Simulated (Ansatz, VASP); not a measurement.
This is a calculation of Pt for VASP 6.6.1.

run.py

```python
from ase.calculators.vasp import Vasp
from ase.dft.bandgap import bandgap
from ase.io import read

atoms = read('Pt.xyz')
calc = Vasp(
    directory='calc',
    xc='pbesol',
    pp='PBE',
    setups='minimal',
    prec='Accurate',
    encut=500,
    ediff=1e-06,
    ismear=0,
    sigma=0.1,
    lreal=False,
    lasph=True,
    nelm=60,
    algo='Normal',
    isif=2,
    lwave=False,
    lcharg=False,
    kpts=[12, 12, 12],
    gamma=True,
)
atoms.calc = calc

print('energy (eV):', atoms.get_potential_energy())
print('free energy (eV):', atoms.get_potential_energy(force_consistent=True))
print('forces (eV/A):')
print(atoms.get_forces())
print('stress (eV/A^3, Voigt):', atoms.get_stress())
print('Fermi level (eV):', calc.get_fermi_level())
gap, top, bottom = bandgap(calc)
print('band gap (eV):', gap, 'from (spin, k, band)', top, 'to', bottom)
```

File Pt.xyz:

```xyz
1
Lattice="0.0000000000 1.9609000000 1.9609000000 1.9609000000 0.0000000000 1.9609000000 1.9609000000 1.9609000000 0.0000000000" Properties=species:S:1:pos:R:3 pbc="T T T"
Pt     0.0000000000      0.0000000000      0.0000000000
```

Potentials or basis: VASP PAW PBE potentials, release 64 (Pt).

Launch:

```console
$ python run.py
```

Problem. Translate it to Ansatz 0.2.0. Potentials there: Ansatz PAW.

Solution. As run (the cutoff follows the program's own potentials):

Contents of input.yaml:

```yaml
crystal:
  lattice:
    - [0.0, 1.9609, 1.9609]
    - [1.9609, 0.0, 1.9609]
    - [1.9609, 1.9609, 0.0]
  atoms:
    - { symbol: Pt, position: [0.0, 0.0, 0.0] }
hamiltonian:
  xc: pbesol
  pseudopotentials: { kind: paw }
kpoints:
  mp_grid: { grid: [12, 12, 12] }
scf:
  occupations: { method: gaussian, width: 0.1 }
output:
  forces: true
  stress: true
  eigenvalues: true
```

Potentials or basis: Ansatz PAW.

Run with:

```sh
$ ansatz run input.yaml --threads 2 --pin off --max-ram 5632MiB --backend cpu --events-out ev --progress --plain --runs-dir out
```

Both were run:

|  | VASP | Ansatz | Ansatz less VASP |
| --- | --- | --- | --- |
| gap on the k mesh at the Fermi level (eV) | none | none | - |
| pressure (GPa) | -1.0 | -0.6 | +0.39 |

A gap of «none» marks a metal or a gap that the smearing closes. The two sets of potentials don't hold the same shells in valence.

Caveats: the PAW data sets were made with another functional, which shifts forces and pressure a little (VASP); the PAW data sets come from PBE, with cores solved anew for the run's functional, which leaves a small shift of forces and pressure (Ansatz). Spin-orbit coupling is left out, which matters for the levels of Pt.
